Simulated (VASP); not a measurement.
GaAs: relaxation of cell and atoms with PBEsol

GaAs:

```xyz
2
Lattice="0.0000 2.8314 2.8314 2.8314 0.0000 2.8314 2.8314 2.8314 0.0000" Properties=species:S:1:pos:R:3 pbc="T T T"
Ga    0.0000    0.0000    0.0000
As    1.4157    1.4157    1.4157
```

```json
{"Program": "VASP 6.6.1", "Task": "relaxation of cell and atoms", "Functional": "PBEsol", "Potentials or basis": "VASP PAW PBE potentials, release 64 (Ga_d, As)", "Cutoff": "600 eV", "k mesh": "10 × 10 × 10", "Occupations": "gaussian, width 0.03 eV", "Spin": "no spin polarisation", "Further INCAR settings": "ALGO = Normal; EDIFF = 1e-07; IBRION = 2; EDIFFG = -0.005; NSW = 90; ISIF = 3"}
```

The pressure after relaxing is 0.0 GPa and the band gap on the k mesh is 0.42 eV, direct.

Final structure:
```
CELL_PARAMETERS angstrom
0.00000 2.83140 2.83140
2.83140 0.00000 2.83140
2.83140 2.83140 0.00000
ATOMIC_POSITIONS crystal
Ga 0.00000 0.00000 0.00000
As 0.25000 0.25000 0.25000
```

Levels at points of the mesh, in eV from the valence-band top:
| k point | band 7 | band 8 | band 9 | band 10 | band 11 | band 12 |
| --- | --- | --- | --- | --- | --- | --- |
| (0.00, 0.00, 0.00) | 0.00 | 0.00 | 0.00 | 0.42 | 3.69 | 3.69 |
| (0.50, 0.00, 0.00) | -6.65 | -1.14 | -1.14 | 0.92 | 4.58 | 4.58 |
| (0.50, 0.50, 0.00) | -6.83 | -2.68 | -2.68 | 1.36 | 1.57 | 10.09 |

Run time: 12 s on 1 thread of Intel(R) Xeon(R) 6975P-C (Granite Rapids), on a shared host, peak memory 0.19 GiB.

Caveat: the relaxation stopped at its first step, so nothing moved; the PAW data sets were made with another functional, which shifts forces and pressure a little. A k mesh can miss the band edges.
